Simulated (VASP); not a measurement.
Crystal: CdH.

```
Cd H
1.0
     3.00045    0.00000    0.00000
    -1.50023    2.59847    0.00000
     0.00000    0.00000   11.87691
Cd H
4 4
Direct
  0.00000 0.00000 0.00000
  0.33333 0.66667 0.25000
  0.00000 0.00000 0.50000
  0.66667 0.33333 0.75000
  0.33333 0.66667 0.61905
  0.66667 0.33333 0.38095
  0.66667 0.33333 0.11905
  0.33333 0.66667 0.88095
```

The cell comes from a database or a generator and needn't be the stable form of this composition.

The cell isn't the ideal one: 4 H put on empty site 1 of 1 host cells, relaxed.

```yaml
Program: VASP 6.6.1
Task: relaxation of cell and atoms
Functional: PBE
Potentials_or_basis: VASP PAW PBE potentials, release 64 (Cd, H)
Cutoff: 600 eV
k_mesh: 6 × 6 × 2
Occupations: gaussian, width 0.1 eV
Spin: no spin polarisation
```

At the start: pressure 14.3 GPa; volume 11.57 Å³/atom.

Where does the relaxation end?

Over 22 steps the energy falls by 293.9 meV/atom and the volume is 16.24 Å³/atom (+40.3 %); space group P6_3/mmc (No. 194, to 0.05 Å).

The path:
```tsv
step	energy change (eV)	largest force (eV/Å)	pressure (GPa)	volume (Å³)
1	0.0000	0.2824	14.27	92.60
2	-0.6893	0.3767	2.17	107.12
3	-0.7233	0.4558	-0.78	113.74
4	-0.7259	0.4385	-0.25	112.39
5	-0.7755	0.6010	-0.20	112.60
6	-0.9792	0.7473	-0.22	113.25
7	-1.4378	0.7954	0.07	114.54
8	-2.1222	0.1971	1.61	117.12
9	-2.1591	0.2108	2.81	118.33
10	-2.1705	0.0756	2.42	117.94
11	-2.2214	0.1465	1.74	121.16
12	-2.2493	0.2422	1.01	125.77
13	-2.2797	0.1693	0.52	126.87
14	-2.3169	0.0158	-0.63	129.61
15	-2.3176	0.0461	-0.85	130.07
16	-2.3400	0.0483	-0.32	128.54
17	-2.3466	0.0493	0.15	127.19
18	-2.3482	0.0458	0.05	127.65
19	-2.3495	0.0426	-0.01	128.11
20	-2.3512	0.0364	-0.08	129.04
21	-2.3509	0.0244	-0.27	130.88
22	-2.3515	0.0301	-0.18	129.95
```

Final structure:
```
Cd H
1.0
     3.16711    0.00000    0.00000
    -1.58356    2.74280    0.00000
     0.00000    0.00000   14.95940
Cd H
4 4
Cartesian
  0.0000 0.0000 0.0000
  0.0000 1.8285 3.7398
  0.0000 0.0000 7.4797
  1.5836 0.9143 11.2195
  0.0000 1.8285 8.5155
  1.5836 0.9143 6.4439
  1.5836 0.9143 1.0358
  0.0000 1.8285 13.9236
```

Caveat: the k mesh is coarse (spacing up to 0.40 Å⁻¹), so the values aren't converged; the volume moved by over 15 % at a fixed basis, so the end points are rough.
